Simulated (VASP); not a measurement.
# BN: single point with LDA

BN:

```
B N
1.0
     0.00000    3.49532    2.16609
     1.25163    0.00000    2.16609
     1.25163    3.49532    0.00000
B N
1 1
Direct
  0.00005 0.00005 0.99995
  0.66665 0.66665 0.33335
```

Measurements of this composition are mostly on another form, of space group No. 194.

- Program: VASP 6.6.1
- Task: single point
- Functional: LDA
- Potentials or basis: VASP PAW LDA potentials, release 64 (B, N)
- Cutoff: 520 eV
- k mesh: 8 × 8 × 8
- Occupations: gaussian, width 0.1 eV
- Spin: no spin polarisation
- Dipole correction: no
- Further INCAR settings: ALGO = Fast; EDIFF = 1e-07; NBANDS = 11

```json
{
  "Pressure": "-3.8 GPa",
  "Largest force": "0.011 eV/Å",
  "Band gap on the k mesh": "3.61 eV, indirect (least direct gap 4.66 eV)"
}
```

Forces on the atoms (eV/Å):
```
B    0.000  0.000  0.011
N    0.000  0.000 -0.011
```

Stress tensor (GPa, compression positive):
```
-5.08  0.00  0.00
 0.00 -1.26  0.00
 0.00  0.00 -5.03
```

Levels at points of the mesh, in eV from the valence-band top:
```csv
k point,band 1,band 2,band 3,band 4,band 5,band 6,band 7,band 8,band 9
"(0.00, 0.00, 0.00)",-17.69,-4.55,-1.47,-1.46,4.48,11.36,11.42,12.77,14.46
"(0.50, 0.00, 0.00)",-14.47,-8.99,-4.27,-1.06,4.42,9.76,12.90,15.19,19.41
"(0.50, 0.50, 0.00)",-14.52,-9.08,-4.26,-0.55,5.62,9.30,11.77,13.37,19.03
"(0.50, 0.00, 0.50)",-17.48,-6.26,-1.48,-1.46,9.22,11.31,11.38,11.94,15.35
"(0.00, 0.50, 0.50)",-14.41,-8.89,-4.30,-1.53,3.61,9.85,14.05,18.22,18.92
```

It took 9.5 s on 1 thread of Intel(R) Xeon(R) 6975P-C (Granite Rapids) (shared host), peak memory 0.13 GiB.

A k mesh can miss the band edges. As with any semilocal functional, this LDA gap is likely too small.
